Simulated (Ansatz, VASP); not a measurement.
# Na in VASP and in Ansatz

INCAR

```
  ALGO = Normal
  EDIFF = 1E-7
  ENCUT = 520
  GGA = PE
  ISIF = 2
  ISMEAR = 1
  LASPH = True
  LCHARG = False
  LREAL = False
  LWAVE = False
  NBANDS = 10
  NELM = 60
  PREC = Accurate
  SIGMA = 0.6
```

The input KPOINTS:

```
k-points
0
Gamma
  11 11 11
```

Contents of POSCAR:

```
Na
1.0
   -2.0985562613      2.0985562613      2.0985562613
    2.0985562613     -2.0985562613      2.0985562613
    2.0985562613      2.0985562613     -2.0985562613
Na
1
Direct
    0.0000000000      0.0000000000      0.0000000000
```

Input for Ansatz:

```yaml
crystal:
  lattice:
    - [-2.0985562613, 2.0985562613, 2.0985562613]
    - [2.0985562613, -2.0985562613, 2.0985562613]
    - [2.0985562613, 2.0985562613, -2.0985562613]
  atoms:
    - { symbol: Na, position: [0.0, 0.0, 0.0] }
hamiltonian:
  xc: pbe
  pseudopotentials:
    kind: paw
    azcp:
      Na: "pseudopotentials/Na.paw.azcp"
basis:
  ecutwfc: 420
  fft_grid_basis: typed
kpoints:
  mp_grid: { grid: [11, 11, 11], shift: [0, 0, 0] }
magnetization:
  spin_polarized: false
scf:
  occupations: { method: methfessel_paxton, width: 0.6 }
  lower_state_search: "off"
output:
  stress: true
  write_density: true
  write_potential: true
  elf: true
  volumetric_format: npy
```

Alike in both runs: task single point; functional PBE; k mesh 11 × 11 × 11; occupations methfessel-paxton of order 1, width 0.6 eV; no spin polarisation.

|  | VASP | Ansatz |
| --- | --- | --- |
| version | VASP 6.6.1 | Ansatz 0.2.0 |
| potentials or method | VASP PAW PBE potentials, release 64 (Na_pv) | plane waves (420 eV) with PAW, scalar-relativistic |
| plane-wave cutoff (eV) | 520 | 420 |
| valence electrons in the cell | 7 | 9 |

```tsv
	VASP	Ansatz	Ansatz less VASP
pressure (GPa)	0.0	0.0	0.00
```

The functional is the same, so the differences come from potentials, cutoffs and numerics. The two sets of potentials don't hold the same shells in valence.
